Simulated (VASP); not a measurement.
Runs of VASP 6.6.1 on Nd. The structure is cubic, space group Fm-3m (No. 225). The conventional cell has a = 5.210 Å, b = 5.210 Å, c = 5.210 Å, α = 90.00°, β = 90.00°, γ = 90.00°. Nd (site symmetry m-3m) is surrounded by 12 Nd at 3.68 Å. This isn't the form of Nd at room conditions, which is double hcp.

```tsv
cell	gap on the mesh (eV)	pressure (GPa)	moment (μB)
volume scaled by 1.06	none	(a)	(b)
volume scaled by 0.94	none	0.8	4.04
as given	none	-0.3	4.18
volume scaled by 1.04	none	-0.9	(c)
```

Alike in all rows: task single point; level PBE; potentials or basis VASP PAW PBE potentials, release 64 (Nd); spin collinear, typed start; k mesh 9 × 9 × 9; cutoff (eV) 520; smearing fermi-dirac 0.05 eV.

**Question.** Estimate the missing entries.

**Answer.** (a) -1.2; (b) 4.24; (c) 4.22.

Caveats: the magnetic or orbital state may not be the lowest; spin-orbit coupling is left out, which moves the levels of the heavy elements.

A k mesh can miss the band edges, and the runs leave out spin-orbit coupling on Nd.

A gap of «none» marks a metal or a gap under the smearing width.
